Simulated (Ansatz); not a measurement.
## CoSi (P4/mmm): stretched by 7 % along z at fixed volume; spin–orbit coupling, moments along [001]

These are results of DFT, PBE, PAW with Ansatz's default frozen-core files, fully relativistic files with spin-orbit coupling in Ansatz 0.2.0, not measurements.

Command: `ansatz run input.yaml --threads 3 --pin off --max-ram 6144MiB --backend cpu --events-out ev --progress --plain --runs-dir out`

```yaml
crystal:
  lattice:
    - [2.6888170659, 0.0, 0.0]
    - [0.0, 2.6888170659, 0.0]
    - [0.0, 0.0, 2.97602738]
  atoms:
    - { symbol: Co, position: [0.0, 0.0, 0.0], spin: 0.4, spin_axis: [0.0, 0.0, 1.0] }
    - { symbol: Si, position: [0.5, 0.5, 0.5] }
magnetization:
  noncollinear: true
  spin_orbit: true
kpoints:
  mp_grid: { grid: [11, 11, 10] }
scf:
  occupations: { method: fermi_dirac, width: 0.1 }
  convergence: { dr2_threshold: 1.0e-09 }
  max_iter: 120
  lower_state_search: "off"
hamiltonian:
  xc: pbe
  pseudopotentials: { kind: paw_fr }
output:
  eigenvalues: false
  hubbard: { sites: [{ species: Co, l: d }] }
  write_density: true
  write_potential: true
  elf: true
  volumetric_format: npy
```

The program prints:

```
settings of this run that can trade accuracy for cost: output.eigenvalues: false. Do not mix this run's numbers with those of runs without the same settings; the input reference describes each key
Engine: ansatz 0.2.0
Pseudopotentials: kind: paw_fr
Pseudopotential: Co, paw_fr, valence charge 17, recommended cutoff 420 eV (normal), Co.paw.azcp#standard-fr
Pseudopotential: Si, paw_fr, valence charge 4, recommended cutoff 420 eV (normal), Si.paw.azcp#standard-fr
Functional definition: PBE
  parameter kappa = 0.804
  parameter beta = 0.06672455060314922
  exchange = pbe_x(kappa = kappa, mu = beta*pi^2/3)
  correlation = pbe_c(beta = beta)
Crystal: 2 atoms, lattice volume = 21.516 Å³
Basis set: ecut = 420 eV, 405 PW (Γ)
Bands: 30, of which v1, the nominal top of the filled ones, is band 21 counted from 1 (20 counted from 0)
Symmetry: 8 space group operations + 8 with time reversal
Magnetic group: BNS 123.345 (UNI 1005), of the structure as read, at distance tolerance 2.8e-5 Å
k-points: 126 of 1210 (time reversal used)
Projection manifold: j_resolved (fully-relativistic pseudo-atomic orbitals)
Non-local potential: Co, projectors of the file, l = 0: 3, l = 1: 4, l = 2: 6, l = 3: 2
Non-local potential: Si, projectors of the file, l = 0: 2, l = 1: 4, l = 2: 4
PAW form: soft (Blöchl's): semilocal exchange-correlation on the pseudo side does not see the compensation charge
PAW one-centre angular grid: Co, 590 points (default); XC on 64 Gauss nodes
PAW one-centre angular grid: Si, 110 points (default); XC on 64 Gauss nodes
Initial density: superposition of atomic densities (chi_scale 0.1, normalization cell)
Starting moments: Σ|m| = 0.4 μB on 1 of 2 sites
Initial wavefunctions: pseudopotential atomic-orbital guess
Functional: x = pbe(κ = 0.804, μ = 0.2195149727645171), c = pbe(β = 0.06672455060314922)
SCF iter   1: F=—  HF=-5763.494257 eV  |F-HF|=—  |Δ(HF+E_count)|=         —  Δρ=1.10e-1  dr2=2.79e0  dr2_m=3.66e-2  ethr=3.10e-3  |M|=2.08e-1 ∫|m|=2.30e-1 μB  |m|>n=0.0e0 m-floor=0.0e0 τ_xc=0.0e0 mc-row=0.0e0  β_m=0.30  ⟨swp⟩=6.4  Hψ=25051  notcnv=0  defer=95
preconditioner: auto → none  [metal: Δε(μ)=0.015 eV  Ē_g=9.766 eV  σ=0.100 eV  W_gap=0.04  n_scr=6 (ndim 8)  ℏωp=28.9 eV  f_vac=0.000  D(μ)=1.29/eV (n_scr^D=14)  sad-step TF]
SCF iter   2: F=—  HF=-5763.208669 eV  |F-HF|=—  |Δ(HF+E_count)|=   2.86e-1  Δρ=5.75e-2  dr2=3.82e-1  dr2_m=7.89e-3  ethr=3.10e-3  |M|=2.51e-1 ∫|m|=2.74e-1 μB  |m|>n=0.0e0 m-floor=0.0e0 τ_xc=1.5e-5 mc-row=0.0e0  β_m=0.30  ⟨swp⟩=2.0  Hψ=6704  notcnv=0  defer=287
[...]
SCF iter  21: F=—  HF=-5763.036168 eV  |F-HF|=—  |Δ(HF+E_count)|=   1.06e-5  Δρ=9.23e-5  dr2=1.21e-7  dr2_m=4.20e-7  ethr=2.50e-9  |M|=4.05e-1 ∫|m|=4.49e-1 μB  |m|>n=0.0e0 m-floor=0.0e0 τ_xc=9.8e-5 mc-row=0.0e0  β_m=0.83  ⟨swp⟩=2.9  Hψ=6892  notcnv=0  defer=263
[...]
Magnetization: |M| = 0.4043 μB,  M = (-0.0000, -0.0000, +0.4043) μB
Absolute magnetization: 0.4491 μB (∫|m|, with the PAW one-centre terms)
  site 0: m = (-0.0000, -0.0000, +0.4207) μB, |m| = 0.4207 μB  (R = 1.00 Å)
  site 1: m = (+0.0000, +0.0000, +0.0006) μB, |m| = 0.0006 μB  (R = 1.00 Å)
Free energy (F): -5763.036169 eV
Harris-Foulkes:  -5763.036169 eV  (|F-HF|=2.55e-11)
Internal energy: -5762.996931 eV  (E = F + TS)
E sigma→0 (E₀):  -5763.016550 eV
Entropy (-TS):   -0.039238 eV (-19.619 meV/atom)
Fermi energy:    17.383944 eV
--- Per-component energies (eV) ---
  E_band       = -229.289594
  E_kinetic    = 503.050838
  E_local      = -3501.373242  (includes V_loc(G=0)·N_el)
  E_nonlocal   = 481.106648
  E_hartree    = 1520.149929
  E_xc         = -217.218137
  E_vxc        = -256.160933  (∫ρ·V_xc dr)
  E_paw        = -2030.758463  (= ΣΔE_a)
  E_vpaw       = -496.213108  (= ΣTr[D̂ρ^β])
  E_aug_tail   = 0.000085  (compensation charges beyond the density's cutoff)
  E_ewald      = -2517.954589
  E_smearing   = -0.039238  (= −TS)
  E_closure    = -0.000000  (closes the sum)
  Σ components = -5763.036169   (vs F -5763.036169, Δ=0.00e0)
--- Occupation matrices: 1 shell (Löwdin-built; ε = 2.00e-2, provisional) ---
  Co0 d_3D: site group D4h (4/mmm)
  Co0 d_3D spinor Tr n = 8.1515  λ = 0.640 0.779 0.795 0.800 0.814 0.822 0.857 0.863 0.877 0.904  [x2-y2 1.00 E3/2g(1.00) | 5× xz 0.40 E1/2g(0.60) | 3× xy 0.66 E3/2g(1.00) | z2 1.00 E1/2g(1.00)]
  Tr n, λ and their labels are of the run-group-symmetrised matrices; stabiliser: 16 of 32 elements of G0×{1,Θ} (closed), max defect 3.0e-15 at τ = 4.2e-3
settings of this run that can trade accuracy for cost: output.eigenvalues: false. Do not mix this run's numbers with those of runs without the same settings; the input reference describes each key
```

occupations.tsv:

```
# site	symbol	l	channel	k	occupation	cluster	real_ylm_label	real_ylm_weight	cubic_label	cubic_weight	pseudocubic_irrep	site_irrep	w_site_irrep	cell_site_irrep	w_cell_site_irrep
# site_irrep/w_site_irrep = the cluster's dominant irrep under the shell's site group (Mulliken, in the setting of the per-shell frame z, x; double-valued rows on a spinor block under rep=spin_orbital) and its weight, the cluster's purity; - without a site group
# cell_site_irrep/w_cell_site_irrep = the same under the site's group on the run's cell, the crystal's operations that keep its lattice, with its own per-shell comment where it differs; - as there, and where that group is no smaller or either group is refused
# basis = Löwdin-built
# labels = run-group-symmetrised matrices
# epsilon = 0.02 provisional = true under_converged = false
# stabiliser = 16/32 closed max_defect = 3.0261e-15 tolerance = 0.0042426
# site 0 Co l=2_3D: orbit=0, site group D4h (4/mmm), |G|=16, z=[0.000000, 0.000000, 1.000000], x=[1.000000, 0.000000, 0.000000], rep=spin_orbital
0	Co	2_3D	spinor	0	0.640163	0	x2-y2	0.9974	x2-y2	0.9974	-	E3/2g	1.0000	-	-
0	Co	2_3D	spinor	1	0.778711	1	xz	0.3984	xz	0.3984	-	E1/2g	0.6000	-	-
0	Co	2_3D	spinor	2	0.794792	1	xz	0.3984	xz	0.3984	-	E1/2g	0.6000	-	-
0	Co	2_3D	spinor	3	0.799884	1	xz	0.3984	xz	0.3984	-	E1/2g	0.6000	-	-
0	Co	2_3D	spinor	4	0.814080	1	xz	0.3984	xz	0.3984	-	E1/2g	0.6000	-	-
0	Co	2_3D	spinor	5	0.821757	1	xz	0.3984	xz	0.3984	-	E1/2g	0.6000	-	-
0	Co	2_3D	spinor	6	0.857126	2	xy	0.6633	xy	0.6633	-	E3/2g	1.0000	-	-
0	Co	2_3D	spinor	7	0.863174	2	xy	0.6633	xy	0.6633	-	E3/2g	1.0000	-	-
0	Co	2_3D	spinor	8	0.877429	2	xy	0.6633	xy	0.6633	-	E3/2g	1.0000	-	-
0	Co	2_3D	spinor	9	0.904399	3	z2	0.9954	z2	0.9954	-	E1/2g	1.0000	-	-
# Tr n = 8.151515
```

Site moments (μB): Co1 (0.00, 0.00, 0.42); Si2 (0.00, 0.00, 0.00). Cell moment 0.40 μB.

The Ansatz runs typed with the search for lower states off end where their start leads. The magnetic state is the one that this cell and start allow. It needn't be the compound's measured order, which may need a larger cell or be absent.

It took 17 s on 3 threads of Arm Neoverse V1, on a shared host, peak memory 0.5 GiB.
